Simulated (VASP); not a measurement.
All values below come from PBE GGA, VASP's PBE PAW potentials (set 64) (plane waves; VASP 6.6.1).

VASP input:

INCAR:
```
ALGO=Normal
EDIFF=1E-6
ENCUT=280
GGA=PE
ISIF=2
ISMEAR=-1
LASPH=.TRUE.
LCHARG=.FALSE.
LMAXMIX=4
LREAL=.FALSE.
LWAVE=.FALSE.
NELM=100
PREC=Accurate
SIGMA=0.05
SYSTEM=BaSnO3
```

### KPOINTS
```
Automatic mesh
0
Gamma
6 6 6
0.5 0.5 0.5
```

POSCAR:
```
BaSnO3
1.0
  4.1434700000   0.0000000000   0.0000000000
  0.0000000000   4.1434700000   0.0000000000
  0.0000000000   0.0000000000   4.1434700000
Ba Sn O
1 1 3
Cart
  2.0717350000   2.0717350000   2.0717350000
  0.0000000000   0.0000000000   0.0000000000
  0.0000000000   2.0717350000   0.0000000000
  2.0717350000   0.0000000000   0.0000000000
  0.0000000000   0.0000000000   2.0717350000
```

POTCAR, in this order: Ba_sv Sn_d O (PBE.64 set). Program: vasp_std.

The run wrote:

File OUTCAR:
```
 ion  position               nearest neighbor table
   1  0.500  0.500  0.500-   3 2.93   4 2.93   5 2.93   3 2.93   4 2.93   4 2.93   5 2.93   4 2.93
                             3 2.93   5 2.93   3 2.93   5 2.93   2 3.59   2 3.59   2 3.59   2 3.59
   2  0.000  0.000  0.000-   3 2.07   4 2.07   5 2.07   5 2.07   3 2.07   4 2.07   1 3.59   1 3.59
                             1 3.59   1 3.59   1 3.59   1 3.59   1 3.59   1 3.59
   3  0.000  0.500  0.000-   2 2.07   2 2.07   1 2.93   1 2.93   1 2.93   1 2.93
   4  0.500  0.000  0.000-   2 2.07   2 2.07   1 2.93   1 2.93   1 2.93   1 2.93
   5  0.000  0.000  0.500-   2 2.07   2 2.07   1 2.93   1 2.93   1 2.93   1 2.93
  LATTYP: Found a simple cubic cell.
 ALAT       =     4.1434700000
 Subroutine PRICEL returns:
 Original cell was already a primitive cell.
 Subroutine GETGRP returns: Found 48 space group operations
The static configuration has the point symmetry O_h .
The dynamic configuration has the point symmetry O_h .
 Subroutine INISYM returns: Found 48 space group operations
 Subroutine IBZKPT returns following result:
 Found     10 irreducible k-points:

 Following reciprocal coordinates:
            Coordinates               Weight
  0.083333  0.083333  0.083333      8.000000
  0.250000  0.083333  0.083333     24.000000
  0.416667  0.083333  0.083333     24.000000
  0.250000  0.250000  0.083333     24.000000
  0.416667  0.250000  0.083333     48.000000
  0.416667  0.416667  0.083333     24.000000
  0.250000  0.250000  0.250000      8.000000
  0.416667  0.250000  0.250000     24.000000
  0.416667  0.416667  0.250000     24.000000
  0.416667  0.416667  0.416667      8.000000
   k-points           NKPTS =     10   k-points in BZ     NKDIM =     10   number of bands    NBANDS=     25
   number of dos      NEDOS =    301   number of ions     NIONS =      5
   total plane-waves  NPLWV =  13824
   dimension x,y,z NGX =    24 NGY =   24 NGZ =   24
   dimension x,y,z NGXF=    48 NGYF=   48 NGZF=   48
   ions per type =               1   1   3
   PREC   = accura    normal or accurate (medium, high low for compatibility)
   ISTART =      0    job   : 0-new  1-cont  2-samecut
   ICHARG =      2    charge: 1-file 2-atom 10-const
...
```

**OSZICAR**
```
       N       E                     dE             d eps       ncg     rms          rms(c)
DAV:   1     0.332677405415E+03    0.33268E+03   -0.15301E+04   540   0.142E+03
DAV:   2    -0.529683796200E+01   -0.33797E+03   -0.33043E+03   606   0.393E+02
DAV:   3    -0.340769931468E+02   -0.28780E+02   -0.28655E+02   626   0.124E+02
DAV:   4    -0.351925407329E+02   -0.11155E+01   -0.11148E+01   734   0.216E+01
DAV:   5    -0.352083688103E+02   -0.15828E-01   -0.15826E-01   663   0.214E+00    0.121E+01
DAV:   6    -0.318369890836E+02    0.33714E+01   -0.14540E+01   742   0.519E+01    0.635E+00
DAV:   7    -0.317435437826E+02    0.93445E-01   -0.94550E-01   630   0.657E+00    0.333E+00
DAV:   8    -0.316913274854E+02    0.52216E-01   -0.16920E-01   815   0.357E+00    0.447E-01
DAV:   9    -0.316883215624E+02    0.30059E-02   -0.35858E-02   808   0.168E+00    0.124E-01
DAV:  10    -0.316888507407E+02   -0.52918E-03   -0.38796E-03   687   0.698E-01    0.405E-02
DAV:  11    -0.316888917469E+02   -0.41006E-04   -0.42287E-04   728   0.241E-01    0.201E-02
DAV:  12    -0.316888885162E+02    0.32306E-05   -0.47185E-05   646   0.506E-02    0.621E-03
DAV:  13    -0.316888880244E+02    0.49181E-06   -0.63688E-06   616   0.156E-02
   1 F= -.31688888E+02 E0= -.31688888E+02  d E =-.456490E-07
```

### OUTCAR
```
------------------------ aborting loop because EDIFF is reached ----------------------------------------
  FORCE on cell =-STRESS in cart. coord.  units (eV):
  Direction    XX          YY          ZZ          XY          YZ          ZX
  --------------------------------------------------------------------------------------
  Total      -17.7049235    -17.7049235    -17.7049235     -0.0000000     -0.0000000      0.0000000
  in kB     -398.7604163   -398.7604163   -398.7604163     -0.0000000     -0.0000000      0.0000000
  external PRESSURE =    -398.7604163 kB  Pullay stress =       0.0000000 kB
  volume of cell :       71.14
      direct lattice vectors                 reciprocal lattice vectors
     4.143470000  0.000000000  0.000000000     0.241343608  0.000000000  0.000000000
     0.000000000  4.143470000  0.000000000     0.000000000  0.241343608  0.000000000
     0.000000000  0.000000000  4.143470000     0.000000000  0.000000000  0.241343608
 POSITION                                       TOTAL-FORCE (eV/Angst)
 -----------------------------------------------------------------------------------
      2.07173      2.07173      2.07173         0.000000      0.000000      0.000000
      0.00000      0.00000      0.00000         0.000000      0.000000      0.000000
      0.00000      2.07173      0.00000         0.000000      0.000000      0.000000
      2.07173      0.00000      0.00000         0.000000      0.000000      0.000000
      0.00000      0.00000      2.07173         0.000000      0.000000      0.000000
 -----------------------------------------------------------------------------------
    total drift:                                0.000000      0.000000     -0.000000
  FREE ENERGIE OF THE ION-ELECTRON SYSTEM (eV)
  ---------------------------------------------------
  free  energy   TOTEN  =       -31.6888880244 eV

  energy  without entropy=      -31.6888879788  energy(sigma->0) =      -31.68888800
```
(Selected blocks of OUTCAR.)

File OUTCAR:
```
 val. band max:        4.2325308556   @ k =   0.4167   0.4167   0.4167

 cond. band min:       5.7653136915   @ k =   0.0833   0.0833   0.0833


 Fermi energy:         5.0244317687

 k-point     1 :       0.0833    0.0833    0.0833
  band No.  band energies     occupation
      1     -20.6972      2.00000
      2     -16.3164      2.00000
      3     -16.3164      2.00000
      4     -15.5401      2.00000
      5     -15.5399      2.00000
      6     -15.5399      2.00000
      7     -13.5097      2.00000
      8     -10.9083      2.00000
      9     -10.9083      2.00000
     10      -5.9017      2.00000
     11      -5.9017      2.00000
     12      -5.8255      2.00000
     13      -0.7217      2.00000
     14      -0.0857      2.00000
     15      -0.0857      2.00000
     16       3.0435      2.00000
     17       3.0435      2.00000
     18       3.1443      2.00000
     19       3.2976      2.00000
     20       3.7986      2.00000
     21       3.7986      2.00000
     22       5.7653      0.00000
     23       9.5655      0.00000
     24       9.5655      0.00000
     25      11.7559      0.00000

 k-point     2 :       0.2500    0.0833    0.0833
  band No.  band energies     occupation
      1     -20.6663      2.00000
      2     -16.3148      2.00000
      3     -16.1865      2.00000
      4     -15.5477      2.00000
      5     -15.5472      2.00000
      6     -15.5397      2.00000
      7     -13.4025      2.00000
      8     -11.4921      2.00000
      9     -10.8979      2.00000
     10      -5.8477      2.00000
     11      -5.8400      2.00000
     12      -5.6967      2.00000
     13      -1.1847      2.00000
     14      -0.1415      2.00000
     15       0.3517      2.00000
     16       2.4770      2.00000
     17       2.7343      2.00000
     18       2.9438      2.00000
     19       3.2573      2.00000
     20       3.6337      2.00000
     21       3.6756      2.00000
     22       7.1534      0.00000
     23      10.2497      0.00000
...
```

At this cut-off the stress carries a Pulay error, which pulls relaxed volumes low. Unless said otherwise, spin-orbit coupling is left out, though it shifts the bands of the heavy elements here.

The structure comes from a computed database's BaSnO3 entry; how it stands against other phases isn't given here. The cell was not relaxed at this level. The run is one of a series of settings (ENCUT = 280 against the base run), some of them coarse on purpose.
